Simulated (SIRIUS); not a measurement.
# TePb (Fm-3m) in SIRIUS: reference runs

Reference runs on TePb: the cell as given.

Everything below comes from runs of SIRIUS 7.12.0. Logs are shortened: lines on timing, memory, paths and dates and some standing lists are left out, and cuts for length are marked. The log counts tension as positive stress, the text compression.

## (1) The structure

Symmetry: Fm-3m, No. 225, cubic system. Conventional cell: a = 6.462 Å, b = 6.462 Å, c = 6.462 Å, α = 90.00°, β = 90.00°, γ = 90.00°. Pb (site symmetry m-3m) has 6 Te at 3.23 Å as nearest neighbours. Te (site symmetry m-3m) has 6 Pb at 3.23 Å as nearest neighbours.

## (2) Single point, PBEsol

sirius.json reads:

```json
{
  "control": {
    "processing_unit": "cpu",
    "verbosity": 2,
    "num_bands_to_print": 23,
    "print_forces": true,
    "print_stress": true
  },
  "parameters": {
    "electronic_structure_method": "pseudopotential",
    "xc_functionals": ["XC_GGA_X_PBE_SOL", "XC_GGA_C_PBE_SOL"],
    "gk_cutoff": 9.0,
    "pw_cutoff": 18.0,
    "ngridk": [7, 7, 7],
    "shiftk": [0, 0, 0],
    "smearing": "fermi_dirac",
    "smearing_width": 0.0018374661,
    "num_bands": 23,
    "num_mag_dims": 0,
    "num_dft_iter": 100,
    "energy_tol": 1e-08,
    "density_tol": 1e-06
  },
  "iterative_solver": {
    "type": "davidson",
    "min_tolerance": 1e-10
  },
  "mixer": {
    "type": "anderson",
    "beta": 0.7,
    "max_history": 8
  },
  "settings": {
    "tol_ne": 1e-10,
    "pseudo_grid_cutoff": 6.5
  },
  "unit_cell": {
    "lattice_vectors": [
      [0.0, 6.105705108666, 6.105705108666],
      [6.105705108666, 0.0, 6.105705108666],
      [6.105705108666, 6.105705108666, 0.0]
    ],
    "atom_coordinate_units": "lattice",
    "atom_types": ["Pb", "Te"],
    "atom_files": {
      "Te": "Te.json",
      "Pb": "Pb.json"
    },
    "atoms": {
      "Pb": [
        [0.0, 0.0, 0.0]
      ],
      "Te": [
        [0.5, 0.5, 0.5]
      ]
    }
  }
}
```

Potentials or basis: PseudoDojo 0.4.1 PBEsol standard (scalar relativistic).

Run with:

```bash
upf_to_json Te.upf
upf_to_json Pb.upf
OMP_NUM_THREADS=1 sirius.scf --input=sirius.json --output=out.json --task=0
```

The program printed:

```text
[info] SIRIUS version : 7.12.0
[info] number of MPI ranks           : 1
[info] MPI grid                      : 1 1
[info] maximum number of OMP threads : 1
[fft] FFT context for density and potential
[fft] =====================================
[fft]   comm size                             : 1
[fft]   plane wave cutoff                     : 18
[fft]   grid size                             : 54 54 54   total : 157464
[fft]   grid limits                           : -26 27   -26 27   -26 27
[fft]   number of G-vectors within the cutoff : 22368
[fft]   local number of G-vectors             : 22368
[fft]   number of G-shells                    : 1178
[fft] FFT context for coarse grid
[fft] =====================================
[fft]   comm size                             : 1
[fft]   plane wave cutoff                     : 18
[fft]   grid size                             : 54 54 54   total : 157464
[fft]   grid limits                           : -26 27   -26 27   -26 27
[fft]   number of G-vectors within the cutoff : 22368
[fft]   local number of G-vectors             : 22368
[fft]   number of G-shells                    : 1178
[unit cell] lattice vectors
[unit cell]   a1 :       0.0000000000      6.1057051087      6.1057051087
[unit cell]   a2 :       6.1057051087      0.0000000000      6.1057051087
[unit cell]   a3 :       6.1057051087      6.1057051087      0.0000000000
[unit cell] reciprocal lattice vectors
[unit cell]   b1 :      -0.5145339642      0.5145339642      0.5145339642
[unit cell]   b2 :       0.5145339642     -0.5145339642      0.5145339642
[unit cell]   b3 :       0.5145339642      0.5145339642     -0.5145339642
[unit cell] unit cell volume :       455.23691420 [a.u.^3]
[unit cell] 1/sqrt(omega)    :         0.04686852
[unit cell] MT volume        :         0.00000000 ( 0.00%)
[unit cell] IT volume        :       455.23691420 (100.00%)
[unit cell] number of atom types : 2
[unit cell] type id : 0 symbol : Pb mt_radius :  16.770000 num_atoms : 1
[unit cell] type id : 1 symbol : Te mt_radius :  12.930000 num_atoms : 1
[unit cell] total number of atoms : 2
[unit cell] number of symmetry classes : 2
[unit cell] number of PAW atoms : 0
[unit cell] atom id  type id  class id             position                      vector_field
[unit cell] ------------------------------------------------------------------------------------------
[unit cell]      0        0        0      0.00000   0.00000   0.00000      0.00000   0.00000   0.00000
[unit cell]      1        1        1      0.50000   0.50000   0.50000      0.00000   0.00000   0.00000
[unit cell] atom id         position (Cartesian, a.u.)
[unit cell] ---------------------------------------------
[unit cell]      0       0.000000    0.000000    0.000000
[unit cell]      1       6.105705    6.105705    6.105705
[unit cell] class id : 0 atom id : 0
[unit cell] class id : 1 atom id : 1
[unit cell] minimum bond length:     6.105705
[unit cell] total number of pseudo wave-functions: 18
[sym] space group number   : 225
[sym] international symbol : Fm-3m
[sym] Hall symbol          : -F 4 2 3
[sym] space group transformation matrix :
[sym]   0.0000  0.5000  0.5000
[sym]   0.5000  0.0000  0.5000
[sym]   0.5000  0.5000  0.0000
[... 218 lines left out ...]
[find] | SCF iteration   4 out of 100|
[diagonalize] iterative solver tolerance (occupied, empty): 9.44607e-05 9.44607e-05
[diagonalize] average number of iterations: 6.35
[find] Total energy                   :    -174.97580760 (Ha),    -349.95161520 (Ry)
[... 36 lines left out ...]
[find] | SCF iteration   9 out of 100|
[diagonalize] iterative solver tolerance (occupied, empty): 3.21911e-07 3.21911e-07
[diagonalize] average number of iterations: 3.2
[find] Total energy                   :    -174.97580949 (Ha),    -349.95161898 (Ry)
[find] Free energy (E-TS)             :    -174.97580964 (Ha),    -349.95161928 (Ry)
[find] band gap (eV)                  :       0.96147801
[find] Efermi                         :       0.33967072
[find] iteration : 9, RMS (target) : 2.4866e-06 (1.0000e-06) , energy difference (target) : -1.6508e-09 (1.0000e-08)
[find] bands are converged : true
[find] iterative solver converged : false
[find] +------------------------------+
[find] | SCF iteration  10 out of 100|
[find] +------------------------------+
[diagonalize] iterative solver tolerance (occupied, empty): 1.60956e-07 1.60956e-07
[diagonalize] average number of iterations: 1.7
[diagonalize] Lowest band energies
[diagonalize] ik:    0   -1.002253   -1.002253   -1.002059   -1.002059   -1.002059   -0.285264   -0.285264   -0.284920   -0.284920   -0.284920   -0.116568    0.118997    0.277125    0.277125    0.277125    0.475897    0.475897    0.475897    0.538569    0.538569    0.538569    0.595927    0.600367
[diagonalize] ik:    1   -1.002252   -1.002252   -1.002057   -1.002056   -1.002056   -0.285360   -0.285360   -0.284903   -0.284815   -0.284815   -0.110160    0.098808    0.278987    0.278987    0.287920    0.440056    0.448377    0.448377    0.532142    0.552906    0.552906    0.642613    0.652536
[diagonalize] ik:    2   -1.002249   -1.002249   -1.002053   -1.002048   -1.002048   -0.285614   -0.285614   -0.284869   -0.284539   -0.284539   -0.092056    0.056145    0.284797    0.284797    0.306023    0.391304    0.405406    0.405406    0.552340    0.591762    0.591762    0.718425    0.744827
[diagonalize] ik:    3   -1.002247   -1.002247   -1.002050   -1.002042   -1.002042   -0.285825   -0.285825   -0.284846   -0.284310   -0.284310   -0.069037    0.017080    0.292308    0.292308    0.321713    0.357047    0.376148    0.376148    0.607243    0.649889    0.649889    0.693427    0.740363
[diagonalize] ik:    4   -1.002253   -1.002250   -1.002060   -1.002053   -1.002053   -0.285590   -0.285186   -0.284990   -0.284750   -0.284750   -0.108035    0.096695    0.264783    0.264783    0.311585    0.396945    0.478229    0.478229    0.502105    0.577103    0.577103    0.616302    0.630188
[diagonalize] ...
[diagonalize] ik:   15   -1.002261   -1.002239   -1.002063   -1.002029   -1.002028   -0.287429   -0.285172   -0.284990   -0.284048   -0.283998   -0.052959    0.046940    0.164530    0.229224    0.232636    0.458924    0.501011    0.507683    0.561028    0.690272    0.701504    0.736981    0.753282
[diagonalize] ik:   16   -1.002253   -1.002245   -1.002057   -1.002041   -1.002040   -0.286310   -0.285335   -0.284953   -0.284367   -0.284359   -0.077668    0.048508    0.226121    0.256061    0.285580    0.411271    0.434095    0.481990    0.524237    0.634422    0.654784    0.688773    0.702339
[diagonalize] ik:   17   -1.002253   -1.002243   -1.002050   -1.002043   -1.002034   -0.286491   -0.285501   -0.284755   -0.284458   -0.284169   -0.058893    0.026249    0.213553    0.226560    0.306057    0.381477    0.465068    0.490132    0.550847    0.613408    0.674777    0.712097    0.760797
[diagonalize] ik:   18   -1.002259   -1.002241   -1.002059   -1.002035   -1.002029   -0.287128   -0.285147   -0.285041   -0.284236   -0.284007   -0.055065    0.040521    0.181352    0.209529    0.269160    0.440783    0.475707    0.533021    0.538028    0.642960    0.704486    0.736687    0.757244
[diagonalize] ik:   19   -1.002257   -1.002241   -1.002051   -1.002042   -1.002029   -0.286888   -0.285362   -0.284760   -0.284496   -0.284010   -0.050304    0.030041    0.182101    0.205364    0.301259    0.396358    0.498084    0.527726    0.550656    0.595005    0.710395    0.727919    0.759897
[find] Charges and magnetic moments
[find] --------------------------------------------------------------------------------
[find] total charge          : 30.000000
[find] Energy
[find] --------------------------------------------------------------------------------
[find] valence_eval_sum               :     -11.40676054
[find] <rho|V^{XC}>                   :     -26.33474861
[find] <rho|E^{XC}>                   :     -44.18873864
[find] <mag|B^{XC}>                   :       0.00000000
[find] <rho|V^{H}>                    :      81.74443428
[find] one-electron contribution      :     -66.81644620 (Ha),    -133.63289241 (Ry)
[find] hartree contribution           :      40.87221714
[find] xc contribution                :     -44.18873864
[find] ewald contribution             :    -104.84284552
[find] PAW contribution               :       0.00000000
[find] smearing (-TS)                 :      -0.00000015
[find] SCF correction                 :       0.00000373
[find] Total energy                   :    -174.97580949 (Ha),    -349.95161898 (Ry)
[find] Free energy (E-TS)             :    -174.97580964 (Ha),    -349.95161928 (Ry)
[find] band gap (eV)                  :       0.96147885
[find] Efermi                         :       0.33967059
[find] iteration : 10, RMS (target) : 7.1089e-07 (1.0000e-06) , energy difference (target) : -3.7454e-10 (1.0000e-08)
[find] bands are converged : true
[find] iterative solver converged : false
[find] converged after 11 SCF iterations!
[find] Charges and magnetic moments
[find] --------------------------------------------------------------------------------
[find] total charge          : 30.000000
[find] Energy
[find] --------------------------------------------------------------------------------
[find] valence_eval_sum               :     -11.40676054
[find] <rho|V^{XC}>                   :     -26.33474861
[find] <rho|E^{XC}>                   :     -44.18873864
[find] <mag|B^{XC}>                   :       0.00000000
[find] <rho|V^{H}>                    :      81.74443428
[find] one-electron contribution      :     -66.81644620 (Ha),    -133.63289241 (Ry)
[find] hartree contribution           :      40.87221714
[find] xc contribution                :     -44.18873864
[find] ewald contribution             :    -104.84284552
[find] PAW contribution               :       0.00000000
[find] smearing (-TS)                 :      -0.00000015
[find] SCF correction                 :       0.00000373
[find] Total energy                   :    -174.97580949 (Ha),    -349.95161898 (Ry)
[find] Free energy (E-TS)             :    -174.97580964 (Ha),    -349.95161928 (Ry)
[find] band gap (eV)                  :       0.96147885
[find] Efermi                         :       0.33967059
[ground_state] === stress tensor components [kbar] ===
[ground_state] === stress_kin ===
[ground_state] -39367.134882    0.000000   -0.000000
[ground_state]     0.000000-39367.134882   -0.000000
[ground_state]    -0.000000   -0.000000-39367.134882
[ground_state] === stress_har ===
[ground_state] -8804.953709    0.000000   -0.000000
[ground_state]     0.000000-8804.953709   -0.000000
[ground_state]    -0.000000   -0.000000-8804.953709
[ground_state] === stress_ewald ===
[ground_state] 22585.914494    0.000000    0.000000
[ground_state]     0.00000022585.914494   -0.000000
[ground_state]     0.000000   -0.00000022585.914494
[ground_state] === stress_vloc ===
[ground_state] -1193.478845    0.000000   -0.000000
[ground_state]     0.000000-1193.478845   -0.000000
[ground_state]    -0.000000   -0.000000-1193.478845
[ground_state] === stress_xc ===
[ground_state] -11413.890468    0.000000   -0.000000
[ground_state]     0.000000-11413.890468    0.000000
[ground_state]    -0.000000    0.000000-11413.890468
[ground_state] === stress_core ===
[ground_state] 17246.892815    0.000000    0.000000
[ground_state]     0.00000017246.892815    0.000000
[ground_state]     0.000000    0.00000017246.892815
[ground_state] === stress_nonloc ===
[ground_state] 20950.532681    0.000000   -0.000000
[ground_state]     0.00000020950.532681   -0.000000
[ground_state]    -0.000000   -0.00000020950.532681
[ground_state] === stress_us_nl ===
[ground_state] 20950.532681    0.000000   -0.000000
[ground_state]     0.00000020950.532681   -0.000000
[ground_state]    -0.000000   -0.00000020950.532681
[ground_state] === stress_total ===
[ground_state]     3.882086    0.000000   -0.000000
[ground_state]     0.000000    3.882086   -0.000000
[ground_state]    -0.000000   -0.000000    3.882086
[ground_state] ==== total Forces in Ha/bohr =====
[ground_state] atom:    0, force:       0.0000000      0.0000000      0.0000000
[... 14 lines left out ...]
[ground_state] atom:    0, force:       0.0000000      0.0000000      0.0000000
[ground_state] atom:    1, force:       0.0000000      0.0000000      0.0000000
[~DFT_ground_state] local op. applied: 11139
[~DFT_ground_state] evp. work count: 1937.7
[~DFT_ground_state] number of iterative solver steps: 623
```

It took 35 s on 1 thread of Intel Xeon 6975P-C (Granite Rapids), shared host; peak memory 0.37 GiB.

Results:

- Free energy: -4761.3343 eV
- Pressure: -0.4 GPa

Caveat: this odd mesh misses L, where the gap lies, so gap, dielectric constants and Born charges aren't listed.
